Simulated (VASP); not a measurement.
# Te (P3_121) in VASP: a series of runs

One crystal, Te, is run at these levels: LDA, r2SCAN; tasks: phonons, dielectric tensor.

Everything below comes from runs of VASP 6.6.1. Logs are shortened: lines on timing, memory, paths and dates and some standing lists are left out, and cuts for length are marked.

### 1 Starting point

It takes space group P3_121 (No. 152, trigonal). The conventional cell has a = 4.276 Å, b = 4.276 Å, c = 5.938 Å, α = 90.00°, β = 90.00°, γ = 120.00°. Te (site symmetry 2) is surrounded by 6 Te at 2.90 to 3.31 Å.

### 2 Phonons, LDA

File POSCAR:

```
Te
1.0
    4.2759549355      0.0000000000      0.0000000000
   -2.1379774677      3.7030855996     -0.0000000000
    0.0000000000      0.0000000000      5.9378648275
  Te
     3
Direct
     0.2869691426685879    1.0000000000000000    0.3333333332999970
     0.0000000000000000    0.2869691426685950    0.6666666667000030
     0.7130308573314050    0.7130308573314050    0.0000000000000000
```

File INCAR.step1:

```
ALGO     = Fast           # electronic algorithm
EDIFF    = 1E-8           # SCF threshold, eV
EDIFFG   = -0.002         # ionic threshold
ENCUT    = 600            # plane-wave cutoff, eV
IBRION   = 2              # ionic algorithm
ISIF     = 3              # what is computed and relaxed
ISMEAR   = 0              # smearing method
KPAR     = 2            
LASPH    = T              # aspherical terms in the spheres
LCHARG   = F              # write CHGCAR
LREAL    = F              # projectors in reciprocal space
LWAVE    = F              # write WAVECAR
NELM     = 80             # most SCF steps
NSW      = 40             # ionic steps
PREC     = Accurate       # precision mode
SIGMA    = 0.03           # smearing width, eV
```

File INCAR.step2:

```
ALGO     = Fast           # electronic algorithm
EDIFF    = 1E-8           # SCF threshold, eV
ENCUT    = 600            # plane-wave cutoff, eV
IBRION   = 6              # ionic algorithm
ISIF     = 2              # what is computed and relaxed
ISMEAR   = 0              # smearing method
KPAR     = 2            
LASPH    = T              # aspherical terms in the spheres
LCHARG   = F              # write CHGCAR
LREAL    = F              # projectors in reciprocal space
LWAVE    = F              # write WAVECAR
NELM     = 80             # most SCF steps
NFREE    = 2            
NSW      = 1              # ionic steps
POTIM    = 0.015          # step
PREC     = Accurate       # precision mode
SIGMA    = 0.03           # smearing width, eV
```

File KPOINTS:

```
k-points
0
Gamma
  9 9 6
```

Potentials or basis: VASP PAW LDA potentials, release 64 (Te).

Command:

```bash
> cat potpaw_LDA.64/Te/POTCAR > POTCAR
> cp INCAR.step1 INCAR
> mpirun -np 2 vasp_std > vasp.out
> cp CONTCAR POSCAR
> cp INCAR.step2 INCAR
> mpirun -np 2 vasp_std > vasp.out
```

OUTCAR:

```text
EDIFF = 1E-8
   ENCUT = 600
   IBRION = 6
   ISIF = 2
   ISMEAR = 0
   LASPH = T
   LREAL = F
   NELM = 80
   NFREE = 2
   NSW = 1
   POTIM = 0.015
   PREC = Accurate

 ion  position               nearest neighbor table
   1  0.287  0.000  0.333-   3 2.91   2 2.91   3 3.31   3 3.31   2 3.31   2 3.31
   2  0.000  0.287  0.667-   3 2.91   1 2.91   3 3.31   3 3.31   1 3.31   1 3.31
   3  0.713  0.713  0.000-   2 2.91   1 2.91   2 3.31   1 3.31   1 3.31   2 3.31

  LATTYP: Found a hexagonal cell.
 ALAT       =     4.2739597169
 C/A-ratio  =     1.3895446662

  Lattice vectors:

 A1 = (   4.2739597169,  -0.0000000000,   0.0000000000)
 A2 = (  -2.1369798584,   3.7013576896,   0.0000000000)
 A3 = (   0.0000000000,   0.0000000000,   5.9388579282)

Analysis of symmetry for initial positions (statically):
=====================================================================
 Subroutine PRICEL returns:
 Original cell was already a primitive cell.

 Routine SETGRP: Setting up the symmetry group for a
 hexagonal supercell.

 Subroutine GETGRP returns: Found  6 space group operations
 (whereof  2 operations were pure point group operations)
 out of a pool of 24 trial point group operations.

The static configuration has the point symmetry C_2 .
 The point group associated with its full space group is D_3 .

Analysis of symmetry for dynamics (positions and initial velocities):
=====================================================================
 Subroutine PRICEL returns:
 Original cell was already a primitive cell.

 Routine SETGRP: Setting up the symmetry group for a
 hexagonal supercell.

 Subroutine GETGRP returns: Found  6 space group operations
 (whereof  2 operations were pure point group operations)
 out of a pool of 24 trial point group operations.

The dynamic configuration has the point symmetry C_2 .
 The point group associated with its full space group is D_3 .

 Subroutine INISYM returns: Found  6 space group operations
 (whereof  2 operations are pure point group operations),
 and found     1 'primitive' translations

----------------------------------------------------------------------------------------

                                     Primitive cell

  volume of cell :      93.9495

  direct lattice vectors                    reciprocal lattice vectors
     4.273959717 -0.000000000  0.000000000     0.233975064  0.135085566  0.000000000
    -2.136979858  3.701357690  0.000000000     0.000000000  0.270171133  0.000000000
     0.000000000  0.000000000  5.938857928     0.000000000  0.000000000  0.168382543

  length of vectors
     4.273959717  4.273959717  5.938857928     0.270171133  0.270171133  0.168382543

  position of ions in fractional coordinates (direct lattice)
     0.287239725  0.000000000  0.333333333
     0.000000000  0.287239725  0.666666667
     0.712760275  0.712760275  0.000000000

  ion indices of the primitive-cell ions
   primitive index   ion index
                 1           1
                 2           2
                 3           3

----------------------------------------------------------------------------------------

 KPOINTS: k-points

Automatic generation of k-mesh.
 Grid dimensions read from file:
 generate k-points for:    9    9    6

 Generating k-lattice:

  Cartesian coordinates                     Fractional coordinates (reciprocal lattice)
     0.025997229  0.015009507  0.000000000     0.111111111  0.000000000  0.000000000
     0.000000000  0.030019015  0.000000000     0.000000000  0.111111111  0.000000000
     0.000000000  0.000000000  0.028063757     0.000000000  0.000000000  0.166666667

  Length of vectors
     0.030019015  0.030019015  0.028063757

  Shift w.r.t. Gamma in fractional coordinates (k-lattice)
     0.000000000  0.000000000  0.000000000
[... 49 lines left out ...]
   ENCUT  =  600.0 eV  44.10 Ry    6.64 a.u.   8.54  8.54 11.86*2*pi/ulx,y,z
   NELM   =     80;   NELMIN=  2; NELMDL=  0     # of ELM steps
   EDIFF  = 0.1E-07   stopping-criterion for ELM
   LREAL  =      F    real-space projection
   EDIFFG = 0.1E-06   stopping-criterion for IOM
   NSW    =     73    number of steps for IOM
   IBRION =      6    ionic relax: 0-MD 1-quasi-New 2-CG
   NFREE  =      2    steps in history (QN), initial steepest desc. (CG)
   ISIF   =      2    stress and relaxation
   ISYM   =      2    0-nonsym 1-usesym 2-fastsym
   POTIM  = 0.0150    time-step for ionic-motion
   TEBEG  =    0.0;   TEEND  =   0.0 temperature during run
   PSTRESS=    0.0 pullay stress
   NELECT =      18.0000    total number of electrons
   NUPDOWN=      -1.0000    fix difference up-down
   EMIN   =  10.00;   EMAX   =-10.00  energy-range for DOS
   EFERMI =   0.00;   METHOD = LEGACY
   ISMEAR =     0;   SIGMA  =   0.03  broadening in eV -4-tet -1-fermi 0-gaus
   EFERMI_NEDOS =   21; number of points for ismear=-14 and -15
   IALGO  =     68    algorithm
   IMIX   =      4    mixing-type and parameters
     AMIX     =   0.40;   BMIX     =  1.00
     AMIX_MAG =   1.60;   BMIX_MAG =  1.00
  volume/ion in A,a.u.               =      31.32       211.33
  Fermi-wavevector in a.u.,A,eV,Ry     =   0.943773  1.783472 12.118810  0.890707
  Thomas-Fermi vector in A             =   2.071513
   LORBIT       =      0    0 simple, 1 ext, 2 COOP (PROOUT), +10 PAW based schemes
   GGA     = CA    functional components
   LHFCALC =     F    Hartree Fock is set to
   AEXX    =    0.0000 exact exchange contribution
   IVDW    =     0    specifies the selected vdW correction
   LEPSILON=     F    determine dielectric tensor
   LRPA    =     F    only Hartree local field effects (RPA)
 finite differences with symmetry
 non-spin polarized calculation
 RMM-DIIS sequential band-by-band and
 Gauss-broadening in eV      SIGMA  =   0.03
  energy-cutoff  :      600.00
  volume of cell :       93.95
 maximum number of plane-waves:      3168
 NGX is ok and might be reduce to    36
   NGX = 17   NGY = 17   NGZ = 23

--------------------------------------- Ionic step        1  -------------------------------------------

 number of electron      17.9999999 magnetization

 Free energy of the ion-electron system (eV)
  ---------------------------------------------------
  ext. energy  EPLUGINS =         0.00000000
  ---------------------------------------------------
  free energy    TOTEN  =       -11.41162562 eV

  energy without entropy =      -11.41147386  energy(sigma->0) =      -11.41154974

------------------------ aborting loop because EDIFF is reached ----------------------------------------

  FORCE on cell =-STRESS in cart. coord.  units (eV):
  Direction    XX          YY          ZZ          XY          YZ          ZX
  --------------------------------------------------------------------------------------
  -------------------------------------------------------------------------------------
  Total        0.0001462      0.0001462     -0.0018784      0.0000000      0.0000000     -0.0000000
  in kB        0.0024927      0.0024927     -0.0320333      0.0000000      0.0000000     -0.0000000
  external PRESSURE =      -0.0090160 kB  Pullay stress =       0.0000000 kB
[... 209 lines left out ...]
--------------------------------------- Ionic step        7  -------------------------------------------

 number of electron      17.9999999 magnetization

 Free energy of the ion-electron system (eV)
  ---------------------------------------------------
  ext. energy  EPLUGINS =         0.00000000
  ---------------------------------------------------
  free energy    TOTEN  =       -11.41109595 eV

  energy without entropy =      -11.41096017  energy(sigma->0) =      -11.41102806

 E-fermi :   6.8822     XC(G=0):  -9.6690

 val. band max:        6.8714007362   @ k =   0.3333   0.3333   0.5000
 cond. band min:       6.8913555071   @ k =   0.3333   0.3333   0.5000
 fundamental gap:      0.0199547709
 Fermi energy:         6.8822017700

 k-point     1 :       0.0000    0.0000    0.0000
  band No.  band energies     occupation
      1      -7.2156      2.00000
      2      -3.7831      2.00000
      3      -3.7414      2.00000
      4       3.9172      2.00000
      5       4.2809      2.00000
      6       4.2830      2.00000
      7       5.0490      2.00000
      8       5.0521      2.00000
      9       5.6631      2.00000
     10       7.8545      0.00000
     11       7.8801      0.00000
     12       8.5646      0.00000
     13      11.6409      0.00000
[... 354 lines left out ...]
  band No.  band energies     occupation
      1      -6.4283      2.00000
      2      -4.5397      2.00000
      3      -3.0551      2.00000
      4       1.6065      2.00000
      5       2.2715      2.00000
      6       3.3064      2.00000
      7       4.7806      2.00000
      8       5.7444      2.00000
      9       6.2187      2.00000
     10       7.5990      0.00000
     11       8.0747      0.00000
     12       8.6872      0.00000
     13      10.1785      0.00000

 [... further k-points ...]

------------------------ aborting loop because EDIFF is reached ----------------------------------------

  FORCE on cell =-STRESS in cart. coord.  units (eV):
  Direction    XX          YY          ZZ          XY          YZ          ZX
  --------------------------------------------------------------------------------------
  -------------------------------------------------------------------------------------
  Total        0.0016713      0.0017179      0.0000937      0.0300059      0.0001015      0.0720984
  in kB        0.0285020      0.0292961      0.0015987      0.5117080      0.0017311      1.2295377
  external PRESSURE =       0.0197989 kB  Pullay stress =       0.0000000 kB
[... 18 lines left out ...]
  FREE ENERGIE OF THE ION-ELECTRON SYSTEM (eV)
  ---------------------------------------------------
  free  energy   TOTEN  =       -11.4110959476 eV

  energy  without entropy=      -11.4109601740  energy(sigma->0) =      -11.41102806

 INTERNAL STRAIN TENSORS FROM DISPLACED ATOMS
 ============================================

 INTERNAL STRAIN TENSOR FOR ION    1 for displacements in x,y,z  (eV/Angst):
          X           Y           Z          XY          YZ          ZX
  --------------------------------------------------------------------------------
  x    -5.02282    -1.43068    -4.09360    -0.00000    -2.37992    -0.00000
  y    -0.00000     0.00000     0.00000    -1.80456     0.00000    -2.38889
  z    -0.00000     0.00000     0.00000    -2.00440     0.00000    -4.80120

 INTERNAL STRAIN TENSOR FOR ION    3 for displacements in x,y,z  (eV/Angst):
          X           Y           Z          XY          YZ          ZX
  --------------------------------------------------------------------------------
  x     2.51778     0.70897     2.04680     1.55912     1.19669     2.06496
  y     1.23533     4.35356     3.54516     0.89591    -2.06496     1.18772
  z     1.73586    -1.73586     0.00000     1.00220     4.15796     2.40060

 Eigenvectors and eigenvalues of the dynamical matrix
 ----------------------------------------------------

   1 f  =    3.730034 THz    23.436492 2PiTHz  124.420526 cm-1    15.426172 meV
             X         Y         Z           dx          dy          dz
      1.227651 -0.000000  1.979619     0.092214    0.050298    0.384388
     -0.613826  1.063177  3.959239    -0.002567   -0.105009    0.418242
      1.523154  2.638181  0.000000    -0.089677    0.054727   -0.802630
[... 43 lines left out ...]
   9 f/i=    0.001493 THz     0.009380 2PiTHz    0.049796 cm-1     0.006174 meV
             X         Y         Z           dx          dy          dz
      1.227651 -0.000000  1.979619     0.088649   -0.570158   -0.000076
     -0.613826  1.063177  3.959239     0.088873   -0.570737    0.000028
      1.523154  2.638181  0.000000     0.088260   -0.570642    0.000049

 ELASTIC MODULI CONTR FROM IONIC RELAXATION (kBar)
 Direction    XX          YY          ZZ          XY          YZ          ZX
 --------------------------------------------------------------------------------
 XX        -182.0789    -60.9250   -154.1430     -0.0000    -91.0723     -0.0000
 YY         -60.9250   -182.0789   -154.1430     -0.0000     91.0723      0.0000
 ZZ        -154.1430   -154.1430   -195.5529     -0.0000      0.0000      0.0000
 XY          -0.0000     -0.0000     -0.0000    -60.5769      0.0000    -91.0723
 YZ         -91.0723     91.0723      0.0000      0.0000   -151.9912     -0.0000
 ZX          -0.0000      0.0000      0.0000    -91.0723     -0.0000   -151.9913
 --------------------------------------------------------------------------------
```

Wall time 5.1 min (2 MPI ranks of Intel Xeon 6975P-C (Granite Rapids), shared host); peak memory 0.6 GiB.

What came out:

| Item | Value |
| --- | --- |
| Relaxed volume | 31.32 Å³/atom |
| Relaxed cell | a = 4.274 Å, b = 4.274 Å, c = 5.939 Å, α = 90.00°, β = 90.00°, γ = 120.00° |
| Space group after relaxing (to 0.05 Å) | P3_121 (No. 152) |
| Highest phonon frequency at Γ | 124 cm⁻¹ |

Final structure:
```
Te
1.0
     4.27396    0.00000    0.00000
    -2.13698    3.70136    0.00000
     0.00000    0.00000    5.93886
Te
3
Direct
  0.28724 0.00000 0.33333
  0.00000 0.28724 0.66667
  0.71276 0.71276 0.00000
```

Phonon frequencies in cm⁻¹ (negative: imaginary):
```
              q point                frequencies
(0.000, 0.000, 0.000)  0 0 0 79 79 83 97 124 124
```

Spin-orbit coupling is left out, which matters for the levels of Te.

(Continued in part 2 of 2.)
